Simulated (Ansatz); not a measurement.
# GaN: the cost of one run

Method: DFT PBEsol, scalar-relativistic, plane waves, PAW, in Ansatz 0.2.0.

The COD entry's cell or inner coordinates are ideal or old and differ from later refinements, so a difference from it is no clean test against experiment.

**1. The system as given**

It takes space group P6_3mc (No. 186, hexagonal). The conventional cell has a = 3.183 Å, b = 3.183 Å, c = 5.185 Å, α = 90.00°, β = 90.00°, γ = 120.00°. Around Ga (site symmetry 3m) lie 4 N at 1.95 Å. N (site symmetry 3m) has 4 Ga at 1.95 Å as nearest neighbours.

As a file:

```xyz
4
Lattice="3.1826 0.0000 0.0000 -1.5913 2.7562 0.0000 0.0000 0.0000 5.1854" Properties=species:S:1:pos:R:3 pbc="T T T"
Ga    0.0000    1.8375   -0.0042
Ga    1.5913    0.9187    2.5885
N     0.0000    1.8375    1.9487
N     1.5913    0.9187    4.5414
```

It is the result of an earlier relaxation at this level (volume 11.37 Å³/atom; gap on the mesh: 1.88 eV).

Bulk energy on matching settings, from an earlier run: -2061.4235 eV/atom.

**2. The (100) slab**

Miller indices refer to the conventional cell of the relaxed bulk, P6_3mc (No. 186): a = 3.183 Å, b = 3.183 Å, c = 5.185 Å, α = 90.00°, β = 90.00°, γ = 120.00°.

The slab is a (100) slab, 11.9 Å thick as cut, with 15 Å of vacuum; its outer planes are GaN (top) and GaN (bottom).

The slab as cut. Its planes from the bottom up:

| plane | atoms per cell | height over the lowest (Å) |
| --- | --- | --- |
| 1 | GaN | 0.00 |
| 2 | GaN | 0.92 |
| 3 | GaN | 2.76 |
| 4 | GaN | 3.67 |
| 5 | GaN | 5.51 |
| 6 | GaN | 6.43 |
| 7 | GaN | 8.27 |
| 8 | GaN | 9.19 |
| 9 | GaN | 11.02 |
| 10 | GaN | 11.94 |

**3. The slab as cut, atoms at the bulk's places**

The cell repeats along c, and a dipole correction in the vacuum removes the field between the copies.

input.yaml reads:

```yaml
crystal:
  lattice:
    - [3.1825784906, 0.0, 0.0]
    - [0.0, 5.18542608, 0.0]
    - [0.0, 0.0, 26.9435065639]
  atoms:
    - { symbol: Ga, position: [0.0, 0.000805893, 0.2783602046] }
    - { symbol: "N", position: [0.0, 0.624194107, 0.2783602046] }
    - { symbol: Ga, position: [0.5, 0.500805893, 0.3124586347] }
    - { symbol: "N", position: [0.5, 0.124194107, 0.3124586347] }
    - { symbol: Ga, position: [0.5, 0.000805893, 0.3806554948] }
    - { symbol: "N", position: [0.5, 0.624194107, 0.3806554948] }
    - { symbol: Ga, position: [0.0, 0.500805893, 0.4147539248] }
    - { symbol: "N", position: [0.0, 0.124194107, 0.4147539248] }
    - { symbol: Ga, position: [0.0, 0.000805893, 0.482950785] }
    - { symbol: "N", position: [0.0, 0.624194107, 0.482950785] }
    - { symbol: Ga, position: [0.5, 0.500805893, 0.517049215] }
    - { symbol: "N", position: [0.5, 0.124194107, 0.517049215] }
    - { symbol: Ga, position: [0.5, 0.000805893, 0.5852460752] }
    - { symbol: "N", position: [0.5, 0.624194107, 0.5852460752] }
    - { symbol: Ga, position: [0.0, 0.500805893, 0.6193445052] }
    - { symbol: "N", position: [0.0, 0.124194107, 0.6193445052] }
    - { symbol: Ga, position: [0.0, 0.000805893, 0.6875413653] }
    - { symbol: "N", position: [0.0, 0.624194107, 0.6875413653] }
    - { symbol: Ga, position: [0.5, 0.500805893, 0.7216397954] }
    - { symbol: "N", position: [0.5, 0.124194107, 0.7216397954] }
basis:
  ecutwfc: 420
kpoints:
  mp_grid: { grid: [8, 5, 1] }
hamiltonian:
  xc: pbesol
scf:
  occupations: { method: gaussian, width: 0.05 }
output:
  forces: true
  stress: true
  eigenvalues: true
  write_density: true
  write_potential: true
  elf: true
  volumetric_format: npy
efield:
  axis: 3
  dipole_correction: true
```

Started as:

```
$ ansatz run input.yaml --threads 2 --pin off --max-ram 5120MiB --backend cpu --events-out ev --progress --plain --runs-dir out
```

What time and memory should one allow on 2 threads of Intel Xeon Platinum 8375C at 2.90GHz (Ice Lake), shared host?

About 42 s, with a peak of 1.2 GiB.
